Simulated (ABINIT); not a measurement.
Wanted: the native input for an ABINIT 10.8.3 (patched build) run.

```
Task                : band structure
Functional          : HLE16
Potentials or basis : PseudoDojo NC SR PBE v0.4.1 standard
Cutoff              : 1116 eV
k mesh              : 11 × 11 × 11
Occupations         : fermi-dirac, width 0.05 eV
Spin                : no spin polarisation
```

Crystal: Ag.

```xyz
1
Lattice="0.0000 2.0427 2.0427 2.0427 0.0000 2.0427 2.0427 2.0427 0.0000" Properties=species:S:1:pos:R:3 pbc="T T T"
Ag    0.0000    0.0000    0.0000
```

One way to write it, as run:

run.abi

```
ndtset 2

pp_dirpath "./"
pseudos "Ag.upf"

acell 5.4592009917 5.4592009917 5.4592009917
rprim
     0.0000000000     0.7071067812     0.7071067812
     0.7071067812     0.0000000000     0.7071067812
     0.7071067812     0.7071067812     0.0000000000
ntypat 1
znucl 47
natom 1
typat 1
xred
     0.0000000000     0.0000000000     0.0000000000

ecut 41.0

ixc -545

occopt 3
tsmear 0.00183747

nstep 100

iomode 3
prtwf 0
prteig 0
prtebands 0
enunit 1
prtden1 1

kptopt1 1
ngkpt1 11 11 11
nshiftk1 1
shiftk1 0.0 0.0 0.0
nband1 14
tolvrs1 1.0e-10

iscf2 -2
getden2 1
nband2 18
nbdbuf2 2
tolwfr2 1.0e-12
kptopt2 -9
ndivsm2 6
prteig2 1
prtvol2 -3
kptbounds2
     0.0000000000     0.0000000000     0.0000000000
     0.5000000000     0.0000000000     0.5000000000
     0.5000000000     0.2500000000     0.7500000000
     0.3750000000     0.3750000000     0.7500000000
     0.0000000000     0.0000000000     0.0000000000
     0.5000000000     0.5000000000     0.5000000000
     0.6250000000     0.2500000000     0.6250000000
     0.5000000000     0.2500000000     0.7500000000
     0.5000000000     0.5000000000     0.5000000000
     0.3750000000     0.3750000000     0.7500000000
```

Potentials or basis: PseudoDojo NC SR PBE v0.4.1 standard.

The run is started by

```console
$ abinit run.abi > log 2>&1
```

It gave:

```yaml
Pressure: -6.8 GPa
Band_gap_on_the_k_mesh: none (metal or under the smearing width)
Valence_electrons_inside_the_program's_atomic_spheres: Ag 16.67 (radii [1.0584] Å)
```

Caveat: the potentials were made for a functional far from this one; the potentials were made for another functional, which shifts forces and pressure.

It took 48 s on 1 thread of Arm Neoverse V2 (shared host), peak memory 0.1 GiB.
